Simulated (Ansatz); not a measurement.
Crystal: Sb.

```
CELL_PARAMETERS angstrom
4.52770 0.00000 0.00000
0.00000 4.42110 0.00000
-1.32052 0.00000 6.36435
ATOMIC_POSITIONS crystal
Sb 0.33993 0.25000 0.68367
Sb 0.93664 0.75000 0.76276
Sb 0.06336 0.25000 0.23724
Sb 0.66007 0.75000 0.31633
```

This isn't the form of Sb at room conditions, which is rhombohedral.

Base run:

| Property | Result |
| --- | --- |
| Program | Ansatz 0.2.0 |
| Functional | r2SCAN |
| Potentials or basis | Ansatz PAW |
| Cutoff | 500 eV |
| Density cutoff | 2000 eV |
| k mesh | 6 × 6 × 4 |
| Occupations | fermi-dirac, width 0.05 eV |
| Spin | no spin polarisation |

Its results: band gap on the k mesh none (metal or under the smearing width); pressure -0.7 GPa; largest force 0.344 eV/Å.

Question: After a change of settings the same cell gave: band gap on the k mesh none (metal or under the smearing width); pressure -3.4 GPa; largest force 0.237 eV/Å. Which change was it?
A. functional from r2SCAN to PBEsol; cutoff from 500 eV to 420 eV; density cutoff from 2000 eV to 1680 eV; spin from no spin polarisation to spin-orbit coupling, no magnetisation; potential files from those of the base run to others of the same set
B. functional from r2SCAN to LDA; cutoff from 500 eV to 420 eV; density cutoff from 2000 eV to 1680 eV
C. functional from r2SCAN to PBEsol; cutoff from 500 eV to 420 eV; density cutoff from 2000 eV to 1680 eV

Answer: B.

Caveats: the PAW data sets come from PBE, with cores solved anew for the run's functional, which leaves a small shift of forces and pressure.

Not every run made on this cell is shown here.
